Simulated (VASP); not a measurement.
# Sr (P6_3/mmc) in VASP: further runs

One crystal, Sr, is run at these levels: PBE; tasks: single point.

Everything below comes from runs of VASP 6.6.1. Logs are shortened: lines on timing, memory, paths and dates and some standing lists are left out, and cuts for length are marked.

## Step 1: The crystal as given

Symmetry: P6_3/mmc, No. 194, hexagonal system. The conventional cell has a = 4.310 Å, b = 4.310 Å, c = 7.050 Å, α = 90.00°, β = 90.00°, γ = 120.00°. Sr (site symmetry -6m2) is surrounded by 12 Sr at 4.31 Å.

This isn't the form of Sr at room conditions, which is fcc.

## Step 2: Single point, PBE

Contents of INCAR:

```
SYSTEM = Sr
  ADDGRID = .False.
  ALGO = Normal
  EDIFF = 1E-6
  ENCUT = 600
  GGA = PE
  ISIF = 2
  ISMEAR = 0
  LASPH = .True.
  LCHARG = .False.
  LREAL = .False.
  LWAVE = .False.
  NBANDS = 17
  NELM = 100
  PREC = Accurate
  SIGMA = 0.15
```

Contents of KPOINTS:

```
k-points
0
Gamma
  2 2 1
  0 0 0
```

Contents of POSCAR:

```
Sr
1.0
    4.3100000000      0.0000000000      0.0000000000
   -2.1550000000      3.7325694903      0.0000000000
    0.0000000000      0.0000000000      7.0500000000
Sr
2
Direct
    0.6432960000      0.3178180000      0.7464440000
    0.3199860000      0.6535770000      0.2508690000
```

Potentials or basis: VASP PAW PBE potentials, release 64 (Sr_sv).

Started as:

```console
> cat potpaw_PBE.64/Sr_sv/POTCAR > POTCAR
> mpirun -np 1 vasp_std > vasp.out
```

OUTCAR:

```text
SYSTEM = Sr
   EDIFF = 1E-6
   ENCUT = 600
   GGA = PE
   ISIF = 2
   ISMEAR = 0
   LASPH = .True.
   LREAL = .False.
   NELM = 100
   PREC = Accurate

 Found      4 irreducible k-points:

 Following reciprocal coordinates:
            Coordinates               Weight
  0.000000  0.000000  0.000000      1.000000
  0.500000  0.000000  0.000000      1.000000
  0.000000  0.500000  0.000000      1.000000
  0.500000  0.500000  0.000000      1.000000
   k-points           NKPTS =      4   k-points in BZ     NKDIM =      4   number of bands    NBANDS=     17
   number of dos      NEDOS =    301   number of ions     NIONS =      2
   total plane-waves  NPLWV =  72576
   dimension x,y,z NGX =    36 NGY =   36 NGZ =   56
   dimension x,y,z NGXF=    72 NGYF=   72 NGZF=  112
   ions per type =               2
   NGX,Y,Z   is equivalent  to a cutoff of  13.89, 13.89, 13.21 a.u.
   NGXF,Y,Z  is equivalent  to a cutoff of  27.77, 27.77, 26.41 a.u.
 SYSTEM =  Sr
   PREC   = accura    normal or accurate (medium, high low for compatibility)
   ISTART =      0    job   : 0-new  1-cont  2-samecut
   ICHARG =      2    charge: 1-file 2-atom 10-const
   ISPIN  =      1    spin polarized calculation?
   LNONCOLLINEAR =      F non collinear calculations
   LSORBIT =      F    spin-orbit coupling
   LASPH  =      T    aspherical Exc in radial PAW
   ENCUT  =  600.0 eV  44.10 Ry    6.64 a.u.   8.61  8.61 14.08*2*pi/ulx,y,z
   NELM   =    100;   NELMIN=  2; NELMDL= -5     # of ELM steps
   EDIFF  = 0.1E-05   stopping-criterion for ELM
   LREAL  =      F    real-space projection
   EDIFFG = 0.1E-04   stopping-criterion for IOM
   NSW    =      0    number of steps for IOM
   IBRION =     -1    ionic relax: 0-MD 1-quasi-New 2-CG
   NFREE  =      0    steps in history (QN), initial steepest desc. (CG)
   ISIF   =      2    stress and relaxation
   ISYM   =      2    0-nonsym 1-usesym 2-fastsym
   POTIM  = 0.5000    time-step for ionic-motion
   TEBEG  =    0.0;   TEEND  =   0.0 temperature during run
   PSTRESS=    0.0 pullay stress
   NELECT =      20.0000    total number of electrons
   NUPDOWN=      -1.0000    fix difference up-down
   EMIN   =  10.00;   EMAX   =-10.00  energy-range for DOS
   EFERMI =   0.00;   METHOD = LEGACY
   ISMEAR =     0;   SIGMA  =   0.15  broadening in eV -4-tet -1-fermi 0-gaus
   EFERMI_NEDOS =   21; number of points for ismear=-14 and -15
   IALGO  =     38    algorithm
   IMIX   =      4    mixing-type and parameters
     AMIX     =   0.40;   BMIX     =  1.00
     AMIX_MAG =   1.60;   BMIX_MAG =  1.00
  volume/ion in A,a.u.               =      56.71       382.68
  Fermi-wavevector in a.u.,A,eV,Ry     =   0.918037  1.734838 11.466874  0.842791
  Thomas-Fermi vector in A             =   2.043073
   LORBIT       =      0    0 simple, 1 ext, 2 COOP (PROOUT), +10 PAW based schemes
   GGA     = PE    functional components
   LHFCALC =     F    Hartree Fock is set to
   AEXX    =    0.0000 exact exchange contribution
   IVDW    =     0    specifies the selected vdW correction
   LEPSILON=     F    determine dielectric tensor
   LRPA    =     F    only Hartree local field effects (RPA)
 non-spin polarized calculation
 Gauss-broadening in eV      SIGMA  =   0.15
  energy-cutoff  :      600.00
  volume of cell :      113.42
 maximum number of plane-waves:      3791
 NGX is ok and might be reduce to    36
   NGX = 17   NGY = 17   NGZ = 29

 number of electron      20.0000000 magnetization

 Free energy of the ion-electron system (eV)
  ---------------------------------------------------
  ext. energy  EPLUGINS =         0.00000000
  ---------------------------------------------------
  free energy    TOTEN  =        -3.15595232 eV

  energy without entropy =       -3.15179040  energy(sigma->0) =       -3.15387136

 E-fermi :   1.2406     XC(G=0):  -7.2529

 val. band max:        0.9764376673   @ k =   0.5000   0.0000   0.0000
 cond. band min:       1.4841972223   @ k =   0.0000   0.0000   0.0000
 fundamental gap:      0.5077595550
 Fermi energy:         1.2405981286

 k-point     1 :       0.0000    0.0000    0.0000
  band No.  band energies     occupation
      1     -35.2033      2.00000
      2     -35.1913      2.00000
      3     -17.3466      2.00000
      4     -17.1728      2.00000
      5     -17.0794      2.00000
      6     -17.0767      2.00000
[... 9 lines left out ...]
     16       4.2101      0.00000
     17       4.5948      0.00000

 k-point     2 :       0.5000    0.0000    0.0000
  band No.  band energies     occupation
      1     -35.1916      2.00000
      2     -35.1871      2.00000
      3     -17.2739      2.00000
      4     -17.2143      2.00000
      5     -17.2083      2.00000
      6     -17.1847      2.00000
[... 9 lines left out ...]
     16       5.5989      0.00000
     17       6.2786      0.00000

 k-point     3 :       0.0000    0.5000    0.0000
  band No.  band energies     occupation
      1     -35.1912      2.00000
      2     -35.1874      2.00000
      3     -17.2695      2.00000
      4     -17.2169      2.00000
      5     -17.2105      2.00000
      6     -17.1858      2.00000
[... 9 lines left out ...]
     16       5.6541      0.00000
     17       6.2860      0.00000

 k-point     4 :       0.5000    0.5000    0.0000
  band No.  band energies     occupation
      1     -35.1911      2.00000
      2     -35.1875      2.00000
      3     -17.2676      2.00000
      4     -17.2184      2.00000
      5     -17.2111      2.00000
      6     -17.1863      2.00000
[... 9 lines left out ...]
     16       5.6796      0.00000
     17       6.2918      0.00000

------------------------ aborting loop because EDIFF is reached ----------------------------------------

  FORCE on cell =-STRESS in cart. coord.  units (eV):
  Direction    XX          YY          ZZ          XY          YZ          ZX
  --------------------------------------------------------------------------------------
  -------------------------------------------------------------------------------------
  Total        1.0370645      1.0568566     -2.5208767     -0.0401341      0.0004664      0.0021269
  in kB       14.6501491     14.9297444    -35.6113053     -0.5669562      0.0065888      0.0300459
  external PRESSURE =      -2.0104706 kB  Pullay stress =       0.0000000 kB

 VOLUME and BASIS-vectors are now :
 -----------------------------------------------------------------------------
  energy-cutoff  :      600.00
  volume of cell :      113.42
      direct lattice vectors                 reciprocal lattice vectors
     4.310000000  0.000000000  0.000000000     0.232018561  0.133955979  0.000000000
    -2.155000000  3.732569490  0.000000000     0.000000000  0.267911958  0.000000000
     0.000000000  0.000000000  7.050000000     0.000000000  0.000000000  0.141843972

 POSITION                                       TOTAL-FORCE (eV/Angst)
 -----------------------------------------------------------------------------------
      2.08771      1.18628      5.26243         0.014697      0.003085      0.023000
     -0.02932      2.43952      1.76863        -0.014697     -0.003085     -0.023000
 -----------------------------------------------------------------------------------
    total drift:                                0.000001      0.000000      0.000000

  FREE ENERGIE OF THE ION-ELECTRON SYSTEM (eV)
  ---------------------------------------------------
  free  energy   TOTEN  =        -3.1559523177 eV

  energy  without entropy=       -3.1517904038  energy(sigma->0) =       -3.15387136
```

stdout:

```text
POSCAR found type information on POSCAR Sr
 POSCAR found :  1 types and       2 ions
 scaLAPACK will be used
 LDA part: xc-table for (Slater+PW92), standard interpolation
 POSCAR, INCAR and KPOINTS ok, starting setup
 FFT: planning ... GRIDC
 FFT: planning ... GRID_SOFT
 FFT: planning ... GRID
 WAVECAR not read
 entering main loop
```

Run time: 6.3 s. Hardware: 1 thread of Intel Xeon 6975P-C (Granite Rapids), shared host; peak memory 0.23 GiB.

These settings aren't checked as converged: the numbers below hold their error.

What came out:

```
Free energy   : -3.1560 eV
Pressure      : -0.2 GPa
Largest force : 0.027 eV/Å
```

Caveat: the k mesh is coarse (spacing up to 0.89 Å⁻¹), so the values aren't converged; the mesh shows a gap though the element is a metal.

## Step 3: Single point, PBE

Edit INCAR of step 2 so:

```diff
@@ -4,3 +4,3 @@
   EDIFF = 1E-6
-  ENCUT = 600
+  ENCUT = 250
   GGA = PE
```

Contents of KPOINTS:

```
k-points
0
Gamma
  3 3 2
  0 0 0
```

Contents of POSCAR:

```
Sr
1.0
    4.3100000000      0.0000000000      0.0000000000
   -2.1550000000      3.7325694903      0.0000000000
    0.0000000000      0.0000000000      7.0500000000
Sr
2
Direct
    0.6666666667      0.3333333333      0.7500000000
    0.3333333333      0.6666666667      0.2500000000
```

Potentials or basis: VASP PAW PBE potentials, release 64 (Sr_sv).

Started as:

```console
> cat potpaw_PBE.64/Sr_sv/POTCAR > POTCAR
> mpirun -np 1 vasp_std > vasp.out
```

OUTCAR:

```text
SYSTEM = Sr
   EDIFF = 1E-6
   ENCUT = 250
   GGA = PE
   ISIF = 2
   ISMEAR = 0
   LASPH = .True.
   LREAL = .False.
   NELM = 100
   PREC = Accurate

 Found      6 irreducible k-points:

 Following reciprocal coordinates:
            Coordinates               Weight
  0.000000  0.000000  0.000000      1.000000
  0.333333  0.000000  0.000000      6.000000
  0.333333  0.333333  0.000000      2.000000
  0.000000  0.000000  0.500000      1.000000
  0.333333  0.000000  0.500000      6.000000
  0.333333  0.333333  0.500000      2.000000
   k-points           NKPTS =      6   k-points in BZ     NKDIM =      6   number of bands    NBANDS=     17
   number of dos      NEDOS =    301   number of ions     NIONS =      2
   total plane-waves  NPLWV =  20736
   dimension x,y,z NGX =    24 NGY =   24 NGZ =   36
   dimension x,y,z NGXF=    48 NGYF=   48 NGZF=   72
   ions per type =               2
   NGX,Y,Z   is equivalent  to a cutoff of   9.26,  9.26,  8.49 a.u.
   NGXF,Y,Z  is equivalent  to a cutoff of  18.51, 18.51, 16.98 a.u.
 SYSTEM =  Sr
   PREC   = accura    normal or accurate (medium, high low for compatibility)
   ISTART =      0    job   : 0-new  1-cont  2-samecut
   ICHARG =      2    charge: 1-file 2-atom 10-const
   ISPIN  =      1    spin polarized calculation?
   LNONCOLLINEAR =      F non collinear calculations
[... 54 lines left out ...]
 E-fermi :   1.5328     XC(G=0):  -7.2549

 val. band max:        1.5319831215   @ k =   0.3333   0.0000   0.0000
 cond. band min:       1.6086642208   @ k =   0.3333   0.3333   0.5000
 fundamental gap:      0.0766810993
 Fermi energy:         1.5327614812

 k-point     1 :       0.0000    0.0000    0.0000
  band No.  band energies     occupation
      1     -35.1638      2.00000
      2     -35.1519      2.00000
      3     -17.2300      2.00000
      4     -17.0803      2.00000
      5     -17.0803      2.00000
      6     -17.0569      2.00000
[... 97 lines left out ...]
      4     -17.1957      2.00000
      5     -17.1617      2.00000
      6     -17.1617      2.00000
[... 9 lines left out ...]
     16       4.3010      0.00000
     17       5.5489      0.00000

------------------------ aborting loop because EDIFF is reached ----------------------------------------

  FORCE on cell =-STRESS in cart. coord.  units (eV):
  Direction    XX          YY          ZZ          XY          YZ          ZX
  --------------------------------------------------------------------------------------
  -------------------------------------------------------------------------------------
  Total       -0.4496220     -0.4496220     -0.0918341      0.0000000      0.0000000      0.0000000
  in kB       -6.3516110     -6.3516110     -1.2972992      0.0000000      0.0000000      0.0000000
  external PRESSURE =      -4.6668404 kB  Pullay stress =       0.0000000 kB

 VOLUME and BASIS-vectors are now :
 -----------------------------------------------------------------------------
  energy-cutoff  :      250.00
  volume of cell :      113.42
      direct lattice vectors                 reciprocal lattice vectors
     4.310000000  0.000000000  0.000000000     0.232018561  0.133955979  0.000000000
    -2.155000000  3.732569490  0.000000000     0.000000000  0.267911958  0.000000000
     0.000000000  0.000000000  7.050000000     0.000000000  0.000000000  0.141843972

 POSITION                                       TOTAL-FORCE (eV/Angst)
 -----------------------------------------------------------------------------------
      2.15500      1.24419      5.28750         0.000000      0.000000      0.000000
     -0.00000      2.48838      1.76250        -0.000000     -0.000000      0.000000
 -----------------------------------------------------------------------------------
    total drift:                                0.000000     -0.000000      0.000000

  FREE ENERGIE OF THE ION-ELECTRON SYSTEM (eV)
  ---------------------------------------------------
  free  energy   TOTEN  =        -3.0591118092 eV

  energy  without entropy=       -2.9783556860  energy(sigma->0) =       -3.01873375
```

OSZICAR:

```text
N       E                     dE             d eps       ncg     rms          rms(c)
DAV:   1     0.660654055932E+02    0.66065E+02   -0.70404E+03   228   0.585E+02
DAV:   2     0.373590123283E+01   -0.62330E+02   -0.61166E+02   268   0.160E+02
DAV:   3    -0.298255302341E+01   -0.67185E+01   -0.67003E+01   397   0.323E+01
DAV:   4    -0.304726258148E+01   -0.64710E-01   -0.64532E-01   247   0.348E+00
DAV:   5    -0.304899258326E+01   -0.17300E-02   -0.17285E-02   334   0.380E-01    0.182E+01
DAV:   6    -0.305275887357E+01   -0.37663E-02   -0.18141E-02   247   0.124E+00    0.101E+01
DAV:   7    -0.305894629497E+01   -0.61874E-02   -0.25533E-02   230   0.147E+00    0.504E-01
DAV:   8    -0.305899098778E+01   -0.44693E-04   -0.39843E-03   324   0.283E-01    0.177E-01
DAV:   9    -0.305905934155E+01   -0.68354E-04   -0.10127E-04   288   0.612E-02    0.465E-02
DAV:  10    -0.305911229267E+01   -0.52951E-04   -0.20250E-05   246   0.262E-02    0.396E-02
DAV:  11    -0.305911180920E+01    0.48346E-06   -0.11329E-06   206   0.627E-03
   1 F= -.30591118E+01 E0= -.30187337E+01  d E =-.807561E-01
```

Run time: 2.6 s. Hardware: 1 thread of Intel Xeon 6975P-C (Granite Rapids), shared host; peak memory 0.14 GiB.

The run converged, but some of its settings lie outside the range that counts as converged, so its numbers aren't taken as properties of the crystal.

Results:

```
Free energy            : -3.0591 eV
Band gap on the k mesh : none (metal or under the smearing width)
```

Caveat: the k mesh is coarse (spacing up to 0.56 Å⁻¹), so the values aren't converged; the cutoff is under 1.25 times the usual one of these potentials, so pressure, stress and relaxed cells hold a basis-set (Pulay) error.

## Step 4: Single point, PBE

INCAR is that of step 3.

KPOINTS is that of step 3.

Contents of POSCAR:

```
Sr
1.0
    4.3100000000      0.0000000000      0.0000000000
   -2.1550000000      3.7325694903      0.0000000000
    0.0000000000      0.0000000000      7.0500000000
Sr
2
Direct
    0.6432960000      0.3178180000      0.7464440000
    0.3199860000      0.6535770000      0.2508690000
```

Started as:

```console
> cat potpaw_PBE.64/Sr_sv/POTCAR > POTCAR
> mpirun -np 1 vasp_std > vasp.out
```

Wall time 3.4 s (1 thread of Intel Xeon 6975P-C (Granite Rapids), shared host); peak memory 0.14 GiB.

The run converged, but some of its settings lie outside the range that counts as converged, so its numbers aren't taken as properties of the crystal.

What came out:

```
Free energy            : -3.0585 eV
Largest force          : 0.028 eV/Å
Band gap on the k mesh : none (metal or under the smearing width)
```

Caveat: the k mesh is coarse (spacing up to 0.56 Å⁻¹), so the values aren't converged; the cutoff is under 1.25 times the usual one of these potentials, so pressure, stress and relaxed cells hold a basis-set (Pulay) error.

## Step 5: Single point, PBE

Edit INCAR of step 4 so:

```diff
@@ -4,3 +4,3 @@
   EDIFF = 1E-6
-  ENCUT = 250
+  ENCUT = 300
   GGA = PE
```

KPOINTS is that of step 4.

Contents of POSCAR:

```
Sr
1.0
    4.3100000000      0.0000000000      0.0000000000
   -2.1550000000      3.7325694903      0.0000000000
    0.0000000000      0.0000000000      7.0500000000
Sr
2
Direct
    0.6666666667      0.3333333333      0.7500000000
    0.3333333333      0.6666666667      0.2500000000
```

Started as:

```console
> cat potpaw_PBE.64/Sr_sv/POTCAR > POTCAR
> mpirun -np 1 vasp_std > vasp.out
```

Wall time 2.8 s (1 thread of Intel Xeon 6975P-C (Granite Rapids), shared host); peak memory 0.15 GiB.

These settings aren't checked as converged: the numbers below hold their error.

Results:

```yaml
Free_energy: -3.0597 eV
Pressure: -0.3 GPa
Band_gap_on_the_k_mesh: none (metal or under the smearing width)
```

Caveat: the k mesh is coarse (spacing up to 0.56 Å⁻¹), so the values aren't converged.

## Step 6: The reference run

An earlier run on the cell as given: functional PBE; potentials or basis VASP PAW PBE potentials, release 64 (Sr_sv); cutoff 520 eV; k mesh 7 × 7 × 4; occupations fermi-dirac, width 0.05 eV; no spin polarisation.

* Pressure: -0.3 GPa
* Band gap on the k mesh: none (metal or under the smearing width)
